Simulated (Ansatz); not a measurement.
The system is W.

```
W
1.0
    -1.58234    1.58234    1.58234
     1.58234   -1.58234    1.58234
     1.58234    1.58234   -1.58234
W
1
Direct
  0.00000 0.00000 0.00000
```

| Property | Result |
| --- | --- |
| Program | Ansatz 0.2.0 |
| Task | relaxation of cell and atoms |
| Functional | PBEsol |
| Dispersion | D3(BJ) |
| Potentials or basis | Ansatz PAW |
| Cutoff | 420 eV (not typed: the program's choice for these potentials) |
| k mesh | 12 × 12 × 12 |
| Occupations | fermi-dirac, width 0.05 eV |
| Spin | no spin polarisation |

At the start: volume 15.85 Å³/atom.

Problem. Where does the relaxation end?

Solution. It ends after 5 steps and the volume is 15.32 Å³/atom (-3.3 %); space group Im-3m (No. 229, to 0.05 Å).

The path:
```tsv
step	energy change (eV)	largest force (eV/Å)	volume (Å³)
1	0.0000	0.0000	15.85
2	-0.0179	0.0000	15.38
3	-0.0182	0.0000	15.31
4	-0.0182	0.0000	15.32
5	-0.0180	0.0000	15.32
```

Final structure:
```
CELL_PARAMETERS angstrom
-1.56450 1.56450 1.56450
1.56450 -1.56450 1.56450
1.56450 1.56450 -1.56450
ATOMIC_POSITIONS crystal
W 0.00000 0.00000 0.00000
```

Caveat: the plane-wave basis is chosen anew once the cell has moved, so the energies of steps on either side of that aren't comparable; the PAW data sets come from PBE, with cores solved anew for the run's functional, which leaves a small shift of forces and pressure.
